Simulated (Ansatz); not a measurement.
# TiS2 (CdI2 type): zero-pressure volume and bulk modulus with r²SCAN + D3(BJ)-ATM

One table from this session's results is given with a row withheld; the runs are named, their logs left out.

Method: DFT r²SCAN + D3(BJ)-ATM, scalar-relativistic, plane waves, PAW, in Ansatz 0.2.0.

2 further runs of the same task are left out: 2 set aside as unsound or not needed. Runs told in other sessions of the task aren't counted.

## The starting structure

Symmetry: P-3m1, No. 164, trigonal system. Conventional cell: a = 3.385 Å, b = 3.385 Å, c = 5.786 Å, α = 90.00°, β = 90.00°, γ = 120.00°. Ti (site symmetry -3m) has 6 S at 2.42 Å in its first shell of neighbours. S (site symmetry 3m) has 3 Ti at 2.42 Å in its first shell of neighbours.

Coordinates:

```cif
data_structure
_symmetry_space_group_name_H-M 'P 1'
_symmetry_Int_Tables_number 1
_cell_length_a 3.3851
_cell_length_b 3.3851
_cell_length_c 5.7859
_cell_angle_alpha 90.000
_cell_angle_beta 90.000
_cell_angle_gamma 120.000
_cell_volume 57.42
loop_
_atom_site_label
_atom_site_type_symbol
_atom_site_fract_x
_atom_site_fract_y
_atom_site_fract_z
_atom_site_occupancy
Ti1 Ti 0.00000 0.00000 0.00000 1
S1 S 0.33333 0.66667 0.24650 1
S2 S 0.66667 0.33333 0.75350 1
```

At PBE, an earlier run found 1.69 GPa for this cell of 19.139 Å³/atom (8×8×4 mesh), a metal on this mesh.

The first run:

Contents of input.yaml:

```yaml
crystal:
  lattice:
    - [3.3850868906, 0.0, 0.0]
    - [-1.6925434453, 2.9315712413, 0.0]
    - [0.0, 0.0, 5.7859209095]
  atoms:
    - { symbol: Ti, position: [0.0, 0.0, 0.0] }
    - { symbol: S, position: [0.3333333333, 0.6666666667, 0.2465009822] }
    - { symbol: S, position: [0.6666666667, 0.3333333333, 0.7534990178] }
basis:
  ecutwfc: 500
  ecutrho_ratio: 4
kpoints:
  mp_grid: { grid: [8, 8, 4] }
hamiltonian:
  xc: r2scan
  dispersion: d3bjatm
scf:
  occupations: { method: gaussian, width: 0.05 }
output:
  forces: true
  stress: true
  eigenvalues: true
relax:
  f_tol: 0.02
  max_steps: 40
  cell: { stress_tol: 0.2, fix: [volume] }
```

Command:

```bash
> ansatz run input.yaml --threads 4 --pin off --max-ram 8192MiB --backend cpu --events-out ev --progress --plain --runs-dir out
```

Steps of the session up to this table: At the given cell; Stepping to 19.216 Å³/atom; Stepping to 19.272 Å³/atom; Stepping to 19.326 Å³/atom; Volume × 0.98 of the new zero; Volume × 1.02 of the new zero; Volume × 0.96 of the new zero; Volume × 1.04 of the new zero.

One of the session's tables, all rows but one given; the rest of the session is left out.

It belongs to the step «Energy and pressure against volume». 

| volume (Å³/atom) | energy (meV/atom) | pressure (GPa) |
| --- | --- | --- |
| 18.553 | 3.26 | 1.47 |
| 18.939 | ? | ? |
| 19.326 | 0.00 | -0.05 |
| 19.712 | 0.84 | -0.61 |
| 20.099 | 2.85 | -1.03 |

Estimate the missing values for volume (Å³/atom) = 18.939.

Worked estimate for «energy (meV/atom)». A straight line through the neighbours (18.553, 3.26) and (19.326, 0.00) gives 3.26 + (0.00 − 3.26) × (18.939 − 18.553) / (19.326 − 18.553) = 1.63; a parabola fitted to 3 rows on both sides gives 0.81.

The run gave: energy (meV/atom): 0.67; pressure (GPa): 0.63. In «energy (meV/atom)» the line misses by +0.96 and the parabola by +0.14.
